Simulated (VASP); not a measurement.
# Ca: relaxation of cell and atoms with PBE

Crystal: Ca.

```xyz
1
Lattice="0.0000 2.7942 2.7942 2.7942 0.0000 2.7942 2.7942 2.7942 0.0000" Properties=species:S:1:pos:R:3 pbc="T T T"
Ca    0.0000    0.0000    0.0000
```

- Program: VASP 6.6.1
- Task: relaxation of cell and atoms
- Functional: PBE
- Potentials or basis: VASP PAW PBE potentials, release 64 (Ca_sv)
- Cutoff: 520 eV
- k mesh: 13 × 13 × 13
- Occupations: gaussian, width 0.1 eV
- Spin: no spin polarisation
- Further INCAR settings: ALGO = Normal; EDIFF = 1e-06; IBRION = 2; EDIFFG = -0.01; NSW = 90; ISIF = 3

```yaml
Relaxed_volume: 42.14 Å³/atom
Relaxed_cell: a = 3.906 Å, b = 3.906 Å, c = 3.906 Å, α = 60.00°, β = 60.00°, γ = 60.00°
Space_group_after_relaxing_to_0.05_Å: Fm-3m (No. 225)
Energy_gained_by_relaxing: 2.5 meV/atom
Ionic_steps: 3
Pressure_after_relaxing: 0.0 GPa
Band_gap_on_the_k_mesh: none (metal or under the smearing width)
```

The path:
| step | energy change (eV) | largest force (eV/Å) | pressure (GPa) | volume (Å³) |
| --- | --- | --- | --- | --- |
| 1 | 0.0000 | 0.0000 | -0.56 | 43.63 |
| 2 | -0.0022 | 0.0000 | -0.19 | 42.67 |
| 3 | -0.0025 | 0.0000 | 0.03 | 42.14 |

Final structure:
```xyz
1
Lattice="0.0000 2.7620 2.7620 2.7620 0.0000 2.7620 2.7620 2.7620 0.0000" Properties=species:S:1:pos:R:3 pbc="T T T"
Ca    0.0000    0.0000    0.0000
```

Levels at points of the mesh, in eV from the Fermi level:
| k point | band 3 | band 4 | band 5 | band 6 | band 7 | band 8 |
| --- | --- | --- | --- | --- | --- | --- |
| (0.00, 0.00, 0.00) | -22.93 | -22.93 | -4.03 | 2.34 | 2.34 | 2.34 |

Run time: 44 s on 1 thread of Intel(R) Xeon(R) Platinum 8488C (Sapphire Rapids) (shared host), peak memory 0.19 GiB.
